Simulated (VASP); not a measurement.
# Sr (P6_3/mmc) in VASP: a series of runs

One crystal, Sr, is run at these levels: PBE; tasks: single point.

Program: VASP 6.6.1. These are calculated values, not measurements. Logs are shortened: lines on timing, memory, paths and dates and some standing lists are left out, and cuts for length are marked.

## Step 1: The crystal as given

The structure is hexagonal, space group P6_3/mmc (No. 194). The conventional cell has a = 4.310 Å, b = 4.310 Å, c = 7.050 Å, α = 90.00°, β = 90.00°, γ = 120.00°. Around Sr (site symmetry -6m2) lie 12 Sr at 4.31 Å.

This isn't the form of Sr at room conditions, which is fcc.

## Step 2: Single point, PBE

INCAR

```
SYSTEM = Sr
  ADDGRID = .False.
  ALGO = Normal
  EDIFF = 1E-6
  ENCUT = 400
  GGA = PE
  ISIF = 2
  ISMEAR = 0
  LASPH = .True.
  LCHARG = .False.
  LREAL = .False.
  LWAVE = .False.
  NBANDS = 17
  NELM = 100
  PREC = Accurate
  SIGMA = 0.15
```

KPOINTS

```
k-points
0
Gamma
  4 4 2
  0 0 0
```

POSCAR

```
Sr
1.0
    4.3100000000      0.0000000000      0.0000000000
   -2.1550000000      3.7325694903      0.0000000000
    0.0000000000      0.0000000000      7.0500000000
Sr
2
Direct
    0.6666666667      0.3333333333      0.7500000000
    0.3333333333      0.6666666667      0.2500000000
```

Potentials or basis: VASP PAW PBE potentials, release 64 (Sr_sv).

Launch:

```bash
$ cat potpaw_PBE.64/Sr_sv/POTCAR > POTCAR
$ mpirun -np 1 vasp_std > vasp.out
```

OUTCAR:

```text
SYSTEM = Sr
   EDIFF = 1E-6
   ENCUT = 400
   GGA = PE
   ISIF = 2
   ISMEAR = 0
   LASPH = .True.
   LREAL = .False.
   NELM = 100
   PREC = Accurate

 Found      8 irreducible k-points:

 Following reciprocal coordinates:
            Coordinates               Weight
  0.000000  0.000000  0.000000      1.000000
  0.250000  0.000000  0.000000      6.000000
  0.500000  0.000000  0.000000      3.000000
  0.250000  0.250000  0.000000      6.000000
  0.000000  0.000000  0.500000      1.000000
  0.250000  0.000000  0.500000      6.000000
   k-points           NKPTS =      8   k-points in BZ     NKDIM =      8   number of bands    NBANDS=     17
   number of dos      NEDOS =    301   number of ions     NIONS =      2
   total plane-waves  NPLWV =  37632
   dimension x,y,z NGX =    28 NGY =   28 NGZ =   48
   dimension x,y,z NGXF=    56 NGYF=   56 NGZF=   96
   ions per type =               2
   NGX,Y,Z   is equivalent  to a cutoff of  10.80, 10.80, 11.32 a.u.
   NGXF,Y,Z  is equivalent  to a cutoff of  21.60, 21.60, 22.64 a.u.
 SYSTEM =  Sr
   PREC   = accura    normal or accurate (medium, high low for compatibility)
   ISTART =      0    job   : 0-new  1-cont  2-samecut
   ICHARG =      2    charge: 1-file 2-atom 10-const
   ISPIN  =      1    spin polarized calculation?
   LNONCOLLINEAR =      F non collinear calculations
   LSORBIT =      F    spin-orbit coupling
   LASPH  =      T    aspherical Exc in radial PAW
   ENCUT  =  400.0 eV  29.40 Ry    5.42 a.u.   7.03  7.03 11.50*2*pi/ulx,y,z
   NELM   =    100;   NELMIN=  2; NELMDL= -5     # of ELM steps
   EDIFF  = 0.1E-05   stopping-criterion for ELM
   LREAL  =      F    real-space projection
   EDIFFG = 0.1E-04   stopping-criterion for IOM
   NSW    =      0    number of steps for IOM
   IBRION =     -1    ionic relax: 0-MD 1-quasi-New 2-CG
   NFREE  =      0    steps in history (QN), initial steepest desc. (CG)
   ISIF   =      2    stress and relaxation
   ISYM   =      2    0-nonsym 1-usesym 2-fastsym
   POTIM  = 0.5000    time-step for ionic-motion
   TEBEG  =    0.0;   TEEND  =   0.0 temperature during run
   PSTRESS=    0.0 pullay stress
   NELECT =      20.0000    total number of electrons
   NUPDOWN=      -1.0000    fix difference up-down
   EMIN   =  10.00;   EMAX   =-10.00  energy-range for DOS
   EFERMI =   0.00;   METHOD = LEGACY
   ISMEAR =     0;   SIGMA  =   0.15  broadening in eV -4-tet -1-fermi 0-gaus
   EFERMI_NEDOS =   21; number of points for ismear=-14 and -15
   IALGO  =     38    algorithm
   IMIX   =      4    mixing-type and parameters
     AMIX     =   0.40;   BMIX     =  1.00
     AMIX_MAG =   1.60;   BMIX_MAG =  1.00
  volume/ion in A,a.u.               =      56.71       382.68
  Fermi-wavevector in a.u.,A,eV,Ry     =   0.918037  1.734838 11.466874  0.842791
  Thomas-Fermi vector in A             =   2.043073
   LORBIT       =      0    0 simple, 1 ext, 2 COOP (PROOUT), +10 PAW based schemes
   GGA     = PE    functional components
   LHFCALC =     F    Hartree Fock is set to
   AEXX    =    0.0000 exact exchange contribution
   IVDW    =     0    specifies the selected vdW correction
   LEPSILON=     F    determine dielectric tensor
   LRPA    =     F    only Hartree local field effects (RPA)
 non-spin polarized calculation
 Gauss-broadening in eV      SIGMA  =   0.15
  energy-cutoff  :      400.00
  volume of cell :      113.42
 maximum number of plane-waves:      2071
   NGX = 15   NGY = 15   NGZ = 23

 number of electron      20.0000001 magnetization

 Free energy of the ion-electron system (eV)
  ---------------------------------------------------
  ext. energy  EPLUGINS =         0.00000000
  ---------------------------------------------------
  free energy    TOTEN  =        -3.29179991 eV

  energy without entropy =       -3.25347580  energy(sigma->0) =       -3.27263786

 E-fermi :   1.5128     XC(G=0):  -7.2585

 val. band max:        1.5010535130   @ k =   0.0000   0.0000   0.0000
 cond. band min:       1.5784580711   @ k =   0.5000   0.0000   0.0000
 fundamental gap:      0.0774045581
 Fermi energy:         1.5128382656

 k-point     1 :       0.0000    0.0000    0.0000
  band No.  band energies     occupation
      1     -35.1900      2.00000
      2     -35.1781      2.00000
      3     -17.2479      2.00000
      4     -17.1087      2.00000
      5     -17.1087      2.00000
      6     -17.0847      2.00000
[... 9 lines left out ...]
     16       4.1468      0.00000
     17       4.6558      0.00000

 k-point     2 :       0.2500    0.0000    0.0000
  band No.  band energies     occupation
      1     -35.1845      2.00000
      2     -35.1757      2.00000
      3     -17.2164      2.00000
      4     -17.1759      2.00000
      5     -17.1526      2.00000
      6     -17.1292      2.00000
[... 9 lines left out ...]
     16       4.5197      0.00000
     17       4.5302      0.00000

 k-point     3 :       0.5000    0.0000    0.0000
  band No.  band energies     occupation
      1     -35.1780      2.00000
      2     -35.1741      2.00000
      3     -17.2438      2.00000
      4     -17.2170      2.00000
      5     -17.1709      2.00000
      6     -17.1486      2.00000
[... 9 lines left out ...]
     16       5.6859      0.00000
     17       6.2623      0.00000

 k-point     4 :       0.2500    0.2500    0.0000
  band No.  band energies     occupation
      1     -35.1780      2.00000
      2     -35.1741      2.00000
      3     -17.2146      2.00000
      4     -17.2035      2.00000
      5     -17.1714      2.00000
      6     -17.1629      2.00000
[... 9 lines left out ...]
     16       4.9521      0.00000
     17       5.1293      0.00000

 k-point     5 :       0.0000    0.0000    0.5000
  band No.  band energies     occupation
      1     -35.1841      2.00000
      2     -35.1841      2.00000
      3     -17.1619      2.00000
      4     -17.1619      2.00000
      5     -17.0967      2.00000
      6     -17.0967      2.00000
[... 9 lines left out ...]
     16       3.7498      0.00000
     17       5.5771      0.00000

 k-point     6 :       0.2500    0.0000    0.5000
  band No.  band energies     occupation
      1     -35.1801      2.00000
      2     -35.1801      2.00000
      3     -17.1929      2.00000
      4     -17.1929      2.00000
      5     -17.1234      2.00000
      6     -17.1234      2.00000
[... 9 lines left out ...]
     16       4.2268      0.00000
     17       5.4755      0.00000

 [... further k-points ...]

------------------------ aborting loop because EDIFF is reached ----------------------------------------

  FORCE on cell =-STRESS in cart. coord.  units (eV):
  Direction    XX          YY          ZZ          XY          YZ          ZX
  --------------------------------------------------------------------------------------
  -------------------------------------------------------------------------------------
  Total       -0.4297825     -0.4297825      0.3192178     -0.0000000     -0.0000000      0.0000000
  in kB       -6.0713461     -6.0713461      4.5094474     -0.0000000     -0.0000000      0.0000000
  external PRESSURE =      -2.5444149 kB  Pullay stress =       0.0000000 kB

 VOLUME and BASIS-vectors are now :
 -----------------------------------------------------------------------------
  energy-cutoff  :      400.00
  volume of cell :      113.42
      direct lattice vectors                 reciprocal lattice vectors
     4.310000000  0.000000000  0.000000000     0.232018561  0.133955979  0.000000000
    -2.155000000  3.732569490  0.000000000     0.000000000  0.267911958  0.000000000
     0.000000000  0.000000000  7.050000000     0.000000000  0.000000000  0.141843972

 POSITION                                       TOTAL-FORCE (eV/Angst)
 -----------------------------------------------------------------------------------
      2.15500      1.24419      5.28750         0.000000      0.000000      0.000000
     -0.00000      2.48838      1.76250        -0.000000     -0.000000      0.000000
 -----------------------------------------------------------------------------------
    total drift:                                0.000000     -0.000000      0.000000

  FREE ENERGIE OF THE ION-ELECTRON SYSTEM (eV)
  ---------------------------------------------------
  free  energy   TOTEN  =        -3.2917999117 eV

  energy  without entropy=       -3.2534758021  energy(sigma->0) =       -3.27263786
```

Run time: 4.9 s. Hardware: 1 thread of Intel Xeon 6975P-C (Granite Rapids), shared host; peak memory 0.17 GiB.

These settings aren't checked as converged: the numbers below hold their error.

Results:

```yaml
Free_energy: -3.2918 eV
Pressure: -0.3 GPa
Band_gap_on_the_k_mesh: none (metal or under the smearing width)
```

Caveat: the k mesh is coarse (spacing up to 0.45 Å⁻¹), so the values aren't converged.

## Step 3: Single point, PBE

INCAR is that of step 2.

KPOINTS is that of step 2.

POSCAR

```
Sr
1.0
    4.3100000000      0.0000000000      0.0000000000
   -2.1550000000      3.7325694903      0.0000000000
    0.0000000000      0.0000000000      7.0500000000
Sr
2
Direct
    0.6432960000      0.3178180000      0.7464440000
    0.3199860000      0.6535770000      0.2508690000
```

Potentials or basis: VASP PAW PBE potentials, release 64 (Sr_sv).

Launch:

```bash
$ cat potpaw_PBE.64/Sr_sv/POTCAR > POTCAR
$ mpirun -np 1 vasp_std > vasp.out
```

OUTCAR:

```text
SYSTEM = Sr
   EDIFF = 1E-6
   ENCUT = 400
   GGA = PE
   ISIF = 2
   ISMEAR = 0
   LASPH = .True.
   LREAL = .False.
   NELM = 100
   PREC = Accurate

 Found     20 irreducible k-points:

 Following reciprocal coordinates:
            Coordinates               Weight
  0.000000  0.000000  0.000000      1.000000
  0.250000  0.000000  0.000000      2.000000
  0.000000  0.250000  0.000000      2.000000
 -0.250000  0.250000  0.000000      2.000000
  0.500000  0.000000  0.000000      1.000000
[... 197 lines left out ...]
------------------------ aborting loop because EDIFF is reached ----------------------------------------

  FORCE on cell =-STRESS in cart. coord.  units (eV):
  Direction    XX          YY          ZZ          XY          YZ          ZX
  --------------------------------------------------------------------------------------
  -------------------------------------------------------------------------------------
  Total       -0.4347675     -0.4209416      0.3218167     -0.0289444      0.0003588      0.0016949
  in kB       -6.1417677     -5.9464546      4.5461617     -0.4088840      0.0050683      0.0239433
  external PRESSURE =      -2.5140202 kB  Pullay stress =       0.0000000 kB

 VOLUME and BASIS-vectors are now :
 -----------------------------------------------------------------------------
  energy-cutoff  :      400.00
  volume of cell :      113.42
      direct lattice vectors                 reciprocal lattice vectors
     4.310000000  0.000000000  0.000000000     0.232018561  0.133955979  0.000000000
    -2.155000000  3.732569490  0.000000000     0.000000000  0.267911958  0.000000000
     0.000000000  0.000000000  7.050000000     0.000000000  0.000000000  0.141843972

 POSITION                                       TOTAL-FORCE (eV/Angst)
 -----------------------------------------------------------------------------------
      2.08771      1.18628      5.26243         0.010609      0.002095      0.043667
     -0.02932      2.43952      1.76863        -0.010609     -0.002095     -0.043667
 -----------------------------------------------------------------------------------
    total drift:                                0.000002     -0.000003     -0.000001

  FREE ENERGIE OF THE ION-ELECTRON SYSTEM (eV)
  ---------------------------------------------------
  free  energy   TOTEN  =        -3.2909087941 eV

  energy  without entropy=       -3.2525664812  energy(sigma->0) =       -3.27173764
```

It took 9.5 s on 1 thread of Intel Xeon 6975P-C (Granite Rapids), shared host; peak memory 0.18 GiB.

The run converged, but some of its settings lie outside the range that counts as converged, so its numbers aren't taken as properties of the crystal.

Results:

```yaml
Free_energy: -3.2909 eV
Pressure: -0.3 GPa
Largest_force: 0.045 eV/Å
Band_gap_on_the_k_mesh: none (metal or under the smearing width)
```

Caveat: the k mesh is coarse (spacing up to 0.45 Å⁻¹), so the values aren't converged.
